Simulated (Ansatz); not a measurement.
# InPd (Pm-3m) in Ansatz: convergence with k mesh

Aim: find how far k mesh must go before the results for InPd settle, at PBE. This setting moves, with any that are tied to it; all else stays.

All numbers are computed with Ansatz 0.2.0; they aren't measurements. Logs are shortened: lines on timing, memory, paths and dates and some standing lists are left out, and cuts for length are marked.

### 1 The crystal as given

Symmetry: Pm-3m, No. 221, cubic system. The conventional cell has a = 3.272 Å, b = 3.272 Å, c = 3.272 Å, α = 90.00°, β = 90.00°, γ = 90.00°. In (site symmetry m-3m) has 8 Pd at 2.83 Å as nearest neighbours. Pd (site symmetry m-3m) is surrounded by 8 In at 2.83 Å.

The cell comes from a database or a generator and needn't be the stable form of this composition.

### 2 With k mesh 3 × 3 × 3

The input, input.yaml:

```yaml
crystal:
  lattice:
    - [3.27188478, 0.0, 0.0]
    - [0.0, 3.27188478, 0.0]
    - [0.0, 0.0, 3.27188478]
  atoms:
    - { symbol: In, position: [0.0, 0.0, 0.0] }
    - { symbol: Pd, position: [0.5, 0.5, 0.5] }
hamiltonian:
  xc: pbe
  pseudopotentials: { kind: nc }
kpoints:
  mp_grid: { grid: [3, 3, 3] }
scf:
  occupations: { method: gaussian, width: 0.1 }
output:
  forces: true
  stress: true
  eigenvalues: true
```

Potentials or basis: Ansatz NC.

Started as:

```bash
ansatz run input.yaml --threads 2 --pin off --max-ram 5632MiB --backend cpu --events-out ev --progress --plain --runs-dir out
```

Run time: 0.67 s. Hardware: 2 threads of Intel Xeon at 2.70GHz, shared host; peak memory 0.28 GiB.

Results:

```yaml
Free_energy: -5494.1505 eV
Pressure: 2.9 GPa
Band_gap_on_the_k_mesh: none (metal or under the smearing width)
```

### 3 With k mesh 4 × 4 × 4

input.yaml: that of step 2 with these lines changed.

```diff
@@ -12,3 +12,3 @@
 kpoints:
-  mp_grid: { grid: [3, 3, 3] }
+  mp_grid: { grid: [4, 4, 4] }
 scf:
```

Potentials or basis: Ansatz NC.

Started as:

```bash
ansatz run input.yaml --threads 2 --pin off --max-ram 5632MiB --backend cpu --events-out ev --progress --plain --runs-dir out
```

Run time: 1.6 s. Hardware: 2 threads of Intel Xeon at 2.70GHz, shared host; peak memory 0.3 GiB.

What came out:

```
Free energy            : -5494.3133 eV
Pressure               : 3.9 GPa
Band gap on the k mesh : none (metal or under the smearing width)
```

### 4 With k mesh 5 × 5 × 5

input.yaml: that of step 3 with these lines changed.

```diff
@@ -12,3 +12,3 @@
 kpoints:
-  mp_grid: { grid: [4, 4, 4] }
+  mp_grid: { grid: [5, 5, 5] }
 scf:
```

Started as:

```bash
ansatz run input.yaml --threads 2 --pin off --max-ram 5632MiB --backend cpu --events-out ev --progress --plain --runs-dir out
```

It took 1.9 s on 2 threads of Intel Xeon at 2.70GHz, shared host; peak memory 0.3 GiB.

Results:

| Quantity | Value |
| --- | --- |
| Free energy | -5494.3195 eV |
| Pressure | 4.5 GPa |
| Band gap on the k mesh | none (metal or under the smearing width) |

### 5 With k mesh 6 × 6 × 6

input.yaml: that of step 4 with these lines changed.

```diff
@@ -12,3 +12,3 @@
 kpoints:
-  mp_grid: { grid: [5, 5, 5] }
+  mp_grid: { grid: [6, 6, 6] }
 scf:
```

Started as:

```bash
ansatz run input.yaml --threads 2 --pin off --max-ram 5632MiB --backend cpu --events-out ev --progress --plain --runs-dir out
```

It took 2.4 s on 2 threads of Intel Xeon at 2.70GHz, shared host; peak memory 0.33 GiB.

What came out:

- Free energy: -5494.2938 eV
- Pressure: 4.0 GPa
- Band gap on the k mesh: none (metal or under the smearing width)

### 6 With k mesh 7 × 7 × 7

input.yaml: that of step 5 with these lines changed.

```diff
@@ -12,3 +12,3 @@
 kpoints:
-  mp_grid: { grid: [6, 6, 6] }
+  mp_grid: { grid: [7, 7, 7] }
 scf:
```

Potentials or basis: Ansatz NC.

Started as:

```bash
ansatz run input.yaml --threads 2 --pin off --max-ram 5632MiB --backend cpu --events-out ev --progress --plain --runs-dir out
```

Wall time 2 s (2 threads of Intel Xeon at 2.70GHz, shared host); peak memory 0.33 GiB.

The run converged. Its results:

| Quantity | Value |
| --- | --- |
| Free energy | -5494.3358 eV |
| Pressure | 4.0 GPa |
| Band gap on the k mesh | none (metal or under the smearing width) |

### 7 With k mesh 9 × 9 × 9

input.yaml: that of step 6 with these lines changed.

```diff
@@ -12,3 +12,3 @@
 kpoints:
-  mp_grid: { grid: [7, 7, 7] }
+  mp_grid: { grid: [9, 9, 9] }
 scf:
```

Started as:

```bash
ansatz run input.yaml --threads 2 --pin off --max-ram 5632MiB --backend cpu --events-out ev --progress --plain --runs-dir out
```

Wall time 3.8 s (2 threads of Intel Xeon at 2.70GHz, shared host); peak memory 0.35 GiB.

Results (log left out):

- Free energy: -5494.3121 eV
- Pressure: 3.8 GPa
- Band gap on the k mesh: none (metal or under the smearing width)

### 8 With k mesh 11 × 11 × 11

input.yaml: that of step 7 with these lines changed.

```diff
@@ -12,3 +12,3 @@
 kpoints:
-  mp_grid: { grid: [9, 9, 9] }
+  mp_grid: { grid: [11, 11, 11] }
 scf:
```

Started as:

```bash
ansatz run input.yaml --threads 2 --pin off --max-ram 5632MiB --backend cpu --events-out ev --progress --plain --runs-dir out
```

Run time: 6.8 s. Hardware: 2 threads of Intel Xeon at 2.70GHz, shared host; peak memory 0.38 GiB.

The run converged. Its results:

| Quantity | Value |
| --- | --- |
| Free energy | -5494.3263 eV |
| Pressure | 3.7 GPa |
| Band gap on the k mesh | none (metal or under the smearing width) |

### 9 With k mesh 13 × 13 × 13

input.yaml: that of step 8 with these lines changed.

```diff
@@ -12,3 +12,3 @@
 kpoints:
-  mp_grid: { grid: [11, 11, 11] }
+  mp_grid: { grid: [13, 13, 13] }
 scf:
```

Potentials or basis: Ansatz NC.

Started as:

```bash
ansatz run input.yaml --threads 2 --pin off --max-ram 5632MiB --backend cpu --events-out ev --progress --plain --runs-dir out
```

Output:

```text
Warning: RAYON_NUM_THREADS=2 ignored (pool sized by the plan → 2); use --threads N
Engine: ansatz 0.2.0, x86_64-unknown-linux-gnu
Pseudopotentials: kind: nc
Pseudopotential: In, nc, valence charge 13, recommended cutoff 952.398519 eV (normal), In.nc.azcp
Pseudopotential: Pd, nc, valence charge 18, recommended cutoff 1115.666836 eV (normal), Pd.nc.azcp
Functional definition: PBE
  parameter kappa = 0.804
  parameter beta = 0.06672455060314922
  exchange = pbe_x(kappa = kappa, mu = beta*pi^2/3)
  correlation = pbe_c(beta = beta)
Crystal: 2 atoms, lattice volume = 35.026 Å³
Basis set: ecut = 1115.666836 eV, 2945 PW (Γ), exchange–correlation on 72×72×72 points (8 copies of the dense FFT grid, shifted against one another)
Bands: 20, of which v1, the nominal top of the filled ones, is band 16 counted from 1 (15 counted from 0)
Symmetry: 48 space group operations
Space group: Pm-3m (ITA 221), of the structure as read, at distance tolerance 3.3e-5 Å
k-points: 84 of 2197
Non-local potential: In, projectors of the file, l = 0: 2, l = 1: 2, l = 2: 2, l = 3: 1
Non-local potential: Pd, projectors of the file, l = 0: 2, l = 1: 2, l = 2: 2, l = 3: 1
Initial density: superposition of atomic densities (chi_scale 0.1, normalization cell, long waves kept (reshape's long-wave potential 0.00 eV rms))
Initial wavefunctions: pseudopotential atomic-orbital guess
Functional: x = pbe(κ = 0.804, μ = 0.2195149727645171), c = pbe(β = 0.06672455060314922)
SCF iter   1: F=—  HF=-5497.612176 eV  |F-HF|=—  |Δ(HF+E_count)|=         —  Δρ=1.96e-1  dr2=1.81e1  ethr=3.10e-3  ⟨swp⟩=6.5  Hψ=8559  notcnv=0
preconditioner: auto → none  [metal: Δε(μ)=0.081 eV  Ē_g=14.524 eV  σ=0.100 eV  W_gap=0.43  n_scr=6 (ndim 8)  ℏωp=30.1 eV  f_vac=0.000  D(μ)=1.59/eV (n_scr^D=18)  sad-step TF]
SCF iter   2: F=—  HF=-5494.387542 eV  |F-HF|=—  |Δ(HF+E_count)|=    3.22e0  Δρ=4.51e-2  dr2=2.37e-1  ethr=3.10e-3  ⟨swp⟩=4.0  Hψ=4716  notcnv=0  defer=26
SCF iter   3: F=—  HF=-5494.324938 eV  |F-HF|=—  |Δ(HF+E_count)|=   6.26e-2  Δρ=1.60e-2  dr2=3.05e-2  ethr=7.66e-4  ⟨swp⟩=3.4  Hψ=3992  notcnv=0  defer=35
SCF iter   4: F=—  HF=-5494.321979 eV  |F-HF|=—  |Δ(HF+E_count)|=   2.96e-3  Δρ=2.96e-3  dr2=2.53e-3  ethr=9.84e-5  ⟨swp⟩=2.5  Hψ=3235  notcnv=0  defer=35
SCF iter   5: F=—  HF=-5494.321719 eV  |F-HF|=—  |Δ(HF+E_count)|=   2.60e-4  Δρ=5.09e-4  dr2=3.28e-5  ethr=8.18e-6  ⟨swp⟩=2.9  Hψ=2909  notcnv=0  defer=35
SCF iter   6: F=—  HF=-5494.321722 eV  |F-HF|=—  |Δ(HF+E_count)|=   2.87e-6  Δρ=1.03e-4  dr2=7.81e-7  ethr=1.06e-7  ⟨swp⟩=3.6  Hψ=3435  notcnv=0  defer=35
SCF iter   7: F=-5494.321723 eV  HF=-5494.321723 eV  |F-HF|=3.32e-8  |Δ(HF+E_count)|=   8.84e-7  Δρ=1.07e-5  dr2=3.79e-8  ethr=3.23e-10  ⟨swp⟩=17.3  Hψ=13226  notcnv=0
SCF 1 converged in 7 iterations: F = -5494.321723 eV  dr2 = 3.79e-8
SCF converged after 7 iterations
Free energy (F): -5494.321723 eV
Harris-Foulkes:  -5494.321723 eV  (|F-HF|=3.32e-8)
Internal energy: -5494.317000 eV  (E = F + TS)
E sigma→0 (E₀):  -5494.319361 eV
Entropy (-TS):   -0.004723 eV (-2.362 meV/atom)
Fermi energy:    17.057525 eV
--- Per-component energies (eV) ---
  E_band       = -137.521854
  E_kinetic    = 2384.407204
  E_local      = -3605.137595  (includes V_loc(G=0)·N_el)
  E_nonlocal   = -369.927001
  E_hartree    = 1123.844474
  E_xc         = -1123.589073
  E_vxc        = -794.548878  (∫ρ·V_xc dr)
  E_ewald      = -3903.915009
  E_smearing   = -0.004723  (= −TS)
  E_closure    = 0.000000  (closes the sum)
  Σ components = -5494.321723   (vs F -5494.321723, Δ=0.00e0)
--- Forces (eV/Å), atoms counted from 1 ---
  atom   1  In    -0.00000000     0.00000000     0.00000000
  atom   2  Pd     0.00000000    -0.00000000     0.00000000
  max |Σ_I F_I| component: 7.88e-29 eV/Å
--- Stress (GPa, compression-positive) ---
        3.771193       0.000000       0.000000
        0.000000       3.771193       0.000000
        0.000000       0.000000       3.771193
  P = ⅓ Tr σ = 3.7712 GPa (37.712 kbar)
--- Band table (eV; the first three rows and the last of 84) ---
  k-point 0: bands = ["-67.5335", "-33.2801", "-33.2801", "-33.2801", "1.9774", "1.9774", "2.3847", "2.3847", "2.3847", "6.9202", "13.1620", "13.1620", "14.7057", "14.7057", "14.7057", "21.2174", "21.2174", "21.2174", "26.4212", "27.5489"]
  k-point 1: bands = ["-67.5334", "-33.2820", "-33.2800", "-33.2800", "1.9807", "1.9976", "2.3786", "2.3786", "2.3865", "7.0143", "13.1631", "13.1787", "14.6345", "14.6345", "14.7015", "20.5442", "21.4060", "21.4060", "26.7132", "27.5144"]
  k-point 2: bands = ["-67.5332", "-33.2870", "-33.2796", "-33.2796", "1.9898", "2.0532", "2.3618", "2.3618", "2.3915", "7.2960", "13.1661", "13.2052", "14.4502", "14.4502", "14.6899", "19.1720", "21.9423", "21.9423", "26.8848", "27.4152"]
  k-point 83: bands = ["-67.5291", "-33.3059", "-33.3059", "-33.3059", "2.1156", "2.1198", "2.1198", "2.5857", "2.5857", "12.0303", "12.1553", "12.1553", "15.2699", "15.2699", "17.0215", "19.6452", "20.4517", "20.4517", "21.8340", "21.8341"]
```

It took 9.1 s on 2 threads of Intel Xeon at 2.70GHz, shared host; peak memory 0.42 GiB.

What came out:

- Free energy: -5494.3217 eV
- Pressure: 3.8 GPa
- Band gap on the k mesh: none (metal or under the smearing width)

### 10 Summary

| k mesh | energy less the tightest run, at zero smearing (meV/atom) | pressure (GPa) | SCF cycles | CPU time (s) | peak memory (GiB) |
| --- | --- | --- | --- | --- | --- |
| 3 × 3 × 3 | 90.37 | 2.94 | 10 | 1.1 | 0.28 |
| 4 × 4 × 4 | 5.72 | 3.86 | 10 | 2.9 | 0.3 |
| 5 × 5 × 5 | 0.80 | 4.47 | 10 | 3.5 | 0.3 |
| 6 × 6 × 6 | 13.38 | 4.01 | 9 | 4.4 | 0.33 |
| 7 × 7 × 7 | -6.86 | 4.05 | 7 | 3.8 | 0.33 |
| 9 × 9 × 9 | 4.42 | 3.82 | 7 | 7.2 | 0.35 |
| 11 × 11 × 11 | -2.40 | 3.67 | 10 | 13 | 0.38 |
| 13 × 13 × 13 | 0.00 | 3.77 | 7 | 17 | 0.42 |

Not settled before the last step: the energy (to 1 meV/atom), the pressure (to 0.1 GPa). Meshes of other sizes hit other points, so gaps and Fermi surfaces needn't settle smoothly. The tightest run that finished is the yardstick and may itself not be fully converged.
